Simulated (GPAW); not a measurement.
Sb:

```
CELL_PARAMETERS angstrom
-1.57654 1.57654 2.71194
1.57654 -1.57654 2.71194
1.57654 1.57654 -2.71194
ATOMIC_POSITIONS crystal
Sb 0.00000 0.00000 0.00000
```

This isn't the form of Sb at room conditions, which is rhombohedral.

- Program: GPAW 26.7.0
- Task: relaxation of cell and atoms
- Functional: PBEsol
- Potentials or basis: PAW data sets generated in the run's folder for this functional
- Cutoff: 600 eV
- Basis: pw
- k mesh: 9 × 9 × 9
- Occupations: fermi-dirac, width 0.05 eV
- Spin: no spin polarisation

At the start: pressure -1.5 GPa; volume 26.96 Å³/atom.

Where does the relaxation end?

Over 5 steps the energy falls by 3.9 meV/atom and the volume is 26.42 Å³/atom (-2.0 %); space group I4/mmm (No. 139, to 0.05 Å).

Step by step:
```
step  energy change (eV)  largest force (eV/Å)  pressure (GPa)  volume (Å³)
   1              0.0000                0.0000           -1.48        26.96
   2             -0.0023                0.0000           -0.79        26.68
   3             -0.0034                0.0000            0.11        26.33
   4             -0.0035                0.0000            0.09        26.34
   5             -0.0039                0.0000            0.01        26.42
```

Final structure:
```xyz
1
Lattice="-1.5566 1.5566 2.7261 1.5566 -1.5566 2.7261 1.5566 1.5566 -2.7261" Properties=species:S:1:pos:R:3 pbc="T T T"
Sb    0.0000    0.0000    0.0000
```

Caveat: later steps reuse the first step's grids.
